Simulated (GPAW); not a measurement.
A calculation with GPAW 26.7.0 of WC (Qusongite) (ASE script, structure from a CIF):

run.py

```python
from ase.dft.bandgap import bandgap
from ase.io import read, write
from ase.units import GPa
from gpaw import GPAW, PW

atoms = read('WC.cif')

calc = GPAW(mode=PW(600),
            xc='PBE',
            kpts={'size': (8, 8, 8), 'gamma': True},
            occupations={'name': 'fermi-dirac', 'width': 0.05},
            nbands=19,
            maxiter=120,
            txt='gpaw.txt')
atoms.calc = calc
energy = atoms.get_potential_energy()
forces = atoms.get_forces()
stress = atoms.get_stress()
calc.write('gs.gpw')
write('result.traj', atoms)
print(f'Energy: {energy:.6f} eV')
print('Forces (eV/A):')
print(forces.round(4))
print('Stress (GPa):', (stress / GPa).round(3))
print('Fermi level:', round(calc.get_fermi_level(), 4), 'eV')
print(f'Gap: {bandgap(calc)[0]:.4f} eV, direct: {bandgap(calc, direct=True)[0]:.4f} eV')
```

WC.cif

```cif
data_WC
_cell_length_a 2.90650000
_cell_length_b 2.90650000
_cell_length_c 2.83660000
_cell_angle_alpha 90.00000000
_cell_angle_beta 90.00000000
_cell_angle_gamma 120.00000000
_space_group_name_H-M_alt 'P-6m2'
_space_group_name_Hall 'P -6 2'
_space_group_IT_number 187
loop_
_space_group_symop_operation_xyz
'x,y,z'
'-x+y,-x,-z'
'-y,x-y,z'
'x,y,-z'
'-x+y,-x,z'
'-y,x-y,-z'
'-y,-x,-z'
'x,x-y,z'
'-x+y,y,-z'
'-y,-x,z'
'x,x-y,-z'
'-x+y,y,z'
loop_
_atom_site_label
_atom_site_type_symbol
_atom_site_symmetry_multiplicity
_atom_site_Wyckoff_symbol
_atom_site_fract_x
_atom_site_fract_y
_atom_site_fract_z
_atom_site_occupancy
W1 W 1 a 0.0000000000 0.0000000000 0.0000000000 1
C1 C 1 f 0.6666666667 0.3333333333 0.5000000000 1
```

Potentials or basis: GPAW PAW data sets (gpaw-data 1.2.1), pw.

The run is started by

```sh
$ OMP_NUM_THREADS=1 python run.py
```

Q: Write the same calculation in another form: ASE script, Cartesian positions.

A: As run:

File run.py:

```python
from ase.dft.bandgap import bandgap
from ase.io import read, write
from ase.units import GPa
from gpaw import GPAW, PW

atoms = read('WC.xyz')

calc = GPAW(mode=PW(600),
            xc='PBE',
            kpts={'size': (8, 8, 8), 'gamma': True},
            occupations={'name': 'fermi-dirac', 'width': 0.05},
            nbands=19,
            maxiter=120,
            txt='gpaw.txt')
atoms.calc = calc
energy = atoms.get_potential_energy()
forces = atoms.get_forces()
stress = atoms.get_stress()
calc.write('gs.gpw')
write('result.traj', atoms)
print(f'Energy: {energy:.6f} eV')
print('Forces (eV/A):')
print(forces.round(4))
print('Stress (GPa):', (stress / GPa).round(3))
print('Fermi level:', round(calc.get_fermi_level(), 4), 'eV')
print(f'Gap: {bandgap(calc)[0]:.4f} eV, direct: {bandgap(calc, direct=True)[0]:.4f} eV')
```

The input WC.xyz:

```xyz
2
Lattice="2.9065000000 0.0000000000 0.0000000000 -1.4532500000 2.5171028361 0.0000000000 0.0000000000 0.0000000000 2.8366000000" Properties=species:S:1:pos:R:3 pbc="T T T"
W      0.0000000000      0.0000000000      0.0000000000
C      1.4532500001      0.8390342786      1.4183000000
```

Potentials or basis: GPAW PAW data sets (gpaw-data 1.2.1), pw.

The run is started by

```console
$ OMP_NUM_THREADS=1 python run.py
```

Both were run:

|  | ASE script, structure from a CIF | ASE script, Cartesian positions |
| --- | --- | --- |
| Pressure | 5.4 GPa | 5.4 GPa |
| Band gap on the k mesh | none (metal or under the smearing width) | none (metal or under the smearing width) |

Keys that steer only the numerical path or the files written may differ.

Caveat: the cutoff is short for stress and forces, so pressures can be off by a GPa or more.
